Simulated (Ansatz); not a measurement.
The calculation used Ansatz, DFT PBE, scalar-relativistic, plane waves, PAW, and for the lanthanide a 4f-in-core norm-conserving potential. All cells share a 690 eV cutoff and Γ-centred k meshes spaced at most about 0.3 Å⁻¹ (about 0.25 or finer for metals, 2π included). No spin polarisation in the final relaxations.

Temperature and zero-point effects are left out.

Two forms of Sm3H were relaxed alike.

1. Space group P6/mmm (No. 191), hexagonal, a = 5.618 Å, c = 4.010 Å. Sm on a site of symmetry 6/mmm is surrounded by 2 H at 2.01 Å and 14 Sm at 3.81–4.01 Å; around Sm on a site of symmetry -6m2 lie 3 H at 3.24 Å, 3 Sm at 3.24 Å, 6 Sm at 3.81 Å and 2 Sm at 4.01 Å; H is surrounded by 2 Sm at 2.01 Å and 6 Sm at 3.24 Å.

2. Space group Cmmm (No. 65), orthorhombic, a = 3.601 Å, b = 6.146 Å, c = 9.251 Å. Around Sm on a site of symmetry mm2 lie 2 H at 2.44 Å, 9 Sm at 3.30–3.60 Å, 2 H at 3.49 Å and 2 Sm at 4.28 Å; Sm on a site of symmetry mmm has 10 Sm at 3.48–3.60 Å and 4 Sm at 4.28 Å; H is surrounded by 4 Sm at 2.44 Å.

Problem. Which would you expect to be lower, and how large is the difference?

Solution. Cell 2 is lower, by 139 meV/atom. Cell 1 has space group P6/mmm (No. 191), 27.4 Å³/atom and no gap on its mesh; cell 2 has space group Cmmm (No. 65), 25.6 Å³/atom and no gap. Counting Sm atoms around H (those within 1.25 times the shortest such distance or 1.15 times the sum of covalent radii, 1.27 where that leaves under three), cell 1 has H 2 and cell 2 has H 4. The denser one is the lower, and pressure would at first widen the difference. Both come from invented guesses.

With hydrogen, zero-point motion can shift such differences by 10 meV/atom or more. Cells relaxed within their symmetry can be saddle points.

The lanthanide is trivalent by construction, without f bands, f moments or other valences.
